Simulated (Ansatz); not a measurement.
# SnO2: the cost of one run

Computed with Ansatz 0.2.0 (DFT LDA, scalar-relativistic, plane waves, PAW, unless a step's input says otherwise).

5 further runs of the same task are left out: 1 that didn't finish, 4 set aside as unsound or not needed.

### 1 Starting point

Symmetry: P4_2/mnm, No. 136, tetragonal system. The conventional cell has a = 4.721 Å, b = 4.721 Å, c = 3.189 Å, α = 90.00°, β = 90.00°, γ = 90.00°. Sn (site symmetry mmm) has 6 O at 2.04 to 2.05 Å as nearest neighbours. O (site symmetry m2m) is surrounded by 3 Sn at 2.04 to 2.05 Å.

As a file:

```cif
data_structure
_symmetry_space_group_name_H-M 'P4_2/mnm'
_symmetry_Int_Tables_number 136
_cell_length_a 4.7207
_cell_length_b 4.7207
_cell_length_c 3.1888
_cell_angle_alpha 90.000
_cell_angle_beta 90.000
_cell_angle_gamma 90.000
_cell_volume 71.06
loop_
_atom_site_label
_atom_site_type_symbol
_atom_site_symmetry_multiplicity
_atom_site_Wyckoff_symbol
_atom_site_fract_x
_atom_site_fract_y
_atom_site_fract_z
_atom_site_occupancy
Sn1 Sn 2 a 0.00000 0.00000 0.00000 1
O1 O 4 f 0.30611 0.30611 0.00000 1
```

It is the result of an earlier relaxation at this level (volume 11.84 Å³/atom; gap on the mesh: 1.18 eV).

### 2 The scan

The energy is mapped over two normal modes frozen in (zone-centre modes of the cell shown).

- amplitude of mode 4 (103 cm⁻¹), largest displacement: 11 values from −0.598 to 0.598 Å
- amplitude of mode 5 (146 cm⁻¹), largest displacement: 11 values from −0.210 to 0.210 Å

Nothing else is relaxed (the cell and all other modes fixed). Energies count from the relaxed high-symmetry cell. Points are written as (first, second).

The modes come from a phonon run on the reference cell, made beforehand.

The patterns, per unit of each coordinate (Å):

```csv
atom,x1,y1,z1,x2,y2,z2
Sn1,0.000,0.000,0.000,0.000,0.000,1.000
Sn2,0.000,0.000,0.000,0.000,0.000,-1.000
O3,0.707,-0.707,0.000,0.000,0.000,-0.582
O4,-0.707,-0.707,0.000,0.000,0.000,0.582
O5,-0.707,0.707,0.000,0.000,0.000,-0.582
O6,0.707,0.707,0.000,0.000,0.000,0.582
```

### 3 The run at (−0.598 Å, −0.126 Å)

File input.yaml:

```yaml
crystal:
  lattice:
    - [4.7207174017, 0.0, 0.0]
    - [0.0, 4.7207174017, 0.0]
    - [0.0, 0.0, 3.1887553105]
  atoms:
    - { symbol: Sn, position: [0.0, 0.0, -0.0395138503] }
    - { symbol: Sn, position: [0.5, 0.5, 0.5395138503] }
    - { symbol: O, position: [0.2165333303, 0.3956797689, 0.0229898081] }
    - { symbol: O, position: [0.2834666697, 0.8956797689, 0.4770101919] }
    - { symbol: O, position: [0.7834666697, 0.6043202311, 0.0229898081] }
    - { symbol: O, position: [0.7165333303, 0.1043202311, 0.4770101919] }
basis:
  ecutwfc: 520.0
kpoints:
  mp_grid: { grid: [6, 6, 8] }
hamiltonian:
  xc: lda
  pseudopotentials: { kind: paw, azcp: { folder: soft_1 } }
scf:
  occupations: { method: gaussian, width: 0.05 }
output:
  forces: true
  stress: true
  eigenvalues: true
```

Command:

```sh
ansatz run input.yaml --threads 2 --pin off --max-ram 4096MiB --backend cpu --events-out ev --progress --plain --runs-dir out
```

Q: Estimate wall time and peak memory on 2 threads of Arm Neoverse N1, shared host.

About 21 s, with a peak of 0.42 GiB.
